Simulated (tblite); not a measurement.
# C10H17O3S2: the cost of one run

Computed with tblite 0.8.0 and PySCF 2.14.0; each step states its level. No surroundings beyond the atoms listed, unless a continuum is named. Atoms count from 0, parts from 1.

## 1. Starting point

32 atoms, charge -1, multiplicity 1; geometry: rigid parts in contact. Parts: 1 = atoms 0–11, `[O-]c1ccccc1`, charge -1; 2 = atoms 12–21, `CS(C)=O`, charge 0; 3 = atoms 22–31, `CS(C)=O`, charge 0.

## 2. Docking the parts with GFN2-xTB

Job settings and geometry (Å):

```
{"job": {"kind": "dock", "xc": "GFN2-xTB", "basis": "xTB"}, "charge": -1, "multiplicity": 1, "parts": [{"atoms": "0-11", "charge": -1, "multiplicity": 1}, {"atoms": "12-21", "charge": 0, "multiplicity": 1}, {"atoms": "22-31", "charge": 0, "multiplicity": 1}]}
O      2.676009     0.243642    -0.258618
C      1.410964     0.123261    -0.175017
C      0.774643    -1.151507    -0.123925
C     -0.588826    -1.288820    -0.024808
C     -1.416788    -0.175243     0.022985
C     -0.835228     1.086427    -0.022609
C      0.526245     1.241220    -0.121949
H      1.418842    -2.024871    -0.136605
H     -1.024850    -2.283991     0.044031
H     -2.491859    -0.287652     0.106184
H     -1.472376     1.964806     0.054825
H      0.963452     2.233254    -0.140020
C      4.848879     0.768599    -3.645822
S      3.224142     1.176634    -4.426550
C      2.254669     0.134603    -3.283683
O      2.947777     2.583626    -4.110843
H      5.082385    -0.259311    -3.899000
H      4.758846     0.889613    -2.572238
H      5.604601     1.433808    -4.051071
H      1.203990     0.359824    -3.431563
H      2.450713    -0.899385    -3.549383
H      2.528435     0.322855    -2.241884
C      2.728391    -0.985873     4.638442
S      2.045538     0.723436     4.412160
C      1.068496     0.274935     2.937762
O      1.116341     0.921950     5.539166
H      3.319376    -1.230561     3.763953
H      1.904053    -1.680050     4.758217
H      3.348348    -0.988304     5.529069
H      0.512225     1.143327     2.597862
H      1.769644    -0.027703     2.165386
H      0.376692    -0.527590     3.167655
```

Level: GFN2-xTB search for minima from random contacts, gas phase.

The run is started by

```console
$ OMP_NUM_THREADS=1 python cluster_run.py task.json out
```

The driver reads the jobs from task.json and runs them one after another.

**Question.** How long does this first job take on 1 thread of Intel Xeon 6975P-C, shared host?

About 28 s.
